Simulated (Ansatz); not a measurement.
**An elastic constant from a strain scan in TiAl**

Method: Ansatz, DFT PBEsol, scalar-relativistic, plane waves, PAW. The runs took a 420 eV cutoff, a Γ-centred 20×20×20 mesh and Gaussian smearing (0.15 eV). No spin polarisation. Energies are free energies at this smearing, counted from the undisturbed cell; pressure is positive in compression.

Zero of the scan (relaxed at this level; it needn't be the usual structure):

```
CELL_PARAMETERS angstrom
3.15647 0.00000 0.00000
0.00000 3.15647 0.00000
0.00000 0.00000 3.15647
ATOMIC_POSITIONS crystal
Ti 0.00000 0.00000 0.00000
Al 0.50000 0.50000 0.50000
```

The cell is strained by ε times the Voigt pattern (0, 0, 0, 1, 0, 0) (xx, yy, zz, yz, xz, xy; engineering shear) with fractional coordinates fixed. The cell holds 2 atoms in V0 = 31.45 Å³. The stress column is τ = (1/V0) dE/dε, got from the stress tensor σ (compression positive) at each point as −det(1 + εP) σ : P(1 + εP)⁻¹, with P the pattern as a tensor.

```csv
ε,ΔE (meV/atom),τ (GPa)
-0.0350,4.472,-2.627
-0.0300,3.278,-2.241
-0.0250,2.271,-1.860
-0.0200,1.451,-1.483
-0.0150,0.815,-1.109
-0.0100,0.362,-0.738
-0.0050,0.090,-0.369
0.0000,0.000,0.000
0.0050,0.090,0.369
0.0100,0.362,0.738
0.0150,0.815,1.109
0.0200,1.451,1.483
0.0250,2.271,1.860
0.0300,3.278,2.241
0.0350,4.472,2.627
0.0400,?,?
```

Task: Which combination of elastic constants does this scan measure, and how large is it?

Result: For small ε, τ = τ0 + Kε with K = pᵀCp, which for this pattern is C44 in the cubic axes. The parabola through τ at ε = -0.0050, 0 and 0.0050 has slope K = 74 GPa at zero. The energies per cell, E = NΔE, of the wider pair ε = ±0.0300 give K = 2[E(ε₊)/ε₊ − E(ε₋)/ε₋]/[(ε₊ − ε₋)V0] = 74 GPa, in agreement.

Task: Predict the withheld row at ε = 0.0400 from the harmonic law, and compare.

Result: ΔE = V0(τ0 ε + Kε²/2)/N = 5.790 meV/atom and τ = 2.95 GPa. The calculation gives 5.856 meV/atom and 3.02 GPa, a miss of 1.2 % of the harmonic energy, so the harmonic law still holds here.

In a metal these slopes depend on the k mesh and the smearing.